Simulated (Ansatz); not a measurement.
BeTe: pressure and gap against volume

A database entry relaxed whole under r2SCAN (F-43m):

```
Be Te
1.0
     0.00000    2.82844    2.82844
     2.82844    0.00000    2.82844
     2.82844    2.82844    0.00000
Be Te
1 1
Direct
  0.00000 0.00000 0.00000
  0.25000 0.25000 0.25000
```

The cell was scaled uniformly, its shape held, and the atoms relaxed at each volume with plane-wave PAW DFT (Ansatz 0.2.0; r2SCAN, 500 eV, 8×8×8 Γ-centred mesh, fermi-dirac occupations of width 0.020 eV; no spin, no spin-orbit coupling). One row is withheld.

```csv
volume (Å³/atom),energy over the lowest (meV/atom),pressure (GPa),gap over mesh and path (eV)
21.270,16.8,4.15,2.222
21.723,7.2,2.63,2.276
22.175,1.8,1.25,2.328
22.628,0.0,0.01,2.377
23.080,?,?,?
23.533,6.2,-2.14,2.468
23.985,13.6,-3.07,2.508
```

Problem. Fit the pressures of the other rows to the third-order Birch-Murnaghan form.

Solution. With f = [(V₀/V)^(2/3) − 1]/2 and P = 3B₀f(1 + 2f)^(5/2)[1 + 3(B₀′ − 4)f/2], least squares gives V₀ = 22.63 Å³ an atom, B₀ = 59.2 GPa and B₀′ = 3.9; the rows miss the fit by less than 0.01 GPa. The slope of the energies differs from these pressures by less than 0.05 GPa.

Problem. How does the gap move with volume?

Solution. A parabola in ln(V/V₀) through the other rows has the slope dE_g/d ln V = +2.4 eV at V₀, so by B₀ the gap moves by -40 meV a GPa: it narrows under pressure.

Problem. What does the withheld row hold?

Solution. The fit gives -1.12 GPa at 23.080 Å³; the run gave -1.12 GPa and 1.6 meV an atom. Its gap is 2.424 eV, against 2.424 eV from the parabola.

Caveats: the shape of the cell was held; 0 K, fixed nuclei; the symmetry was kept, and this need not be the phase that is stable at 0 K; one mesh for all volumes; r2SCAN gaps lie as a rule under measured ones; the slope of the gap can be off by tens of per cent, more where shallow d levels or spin-orbit coupling act on the edges; the relaxed cell lies far from the entry, by an error of the functional or of the entry; no spin-orbit coupling, which narrows gaps of heavier elements; pressure is positive in compression.
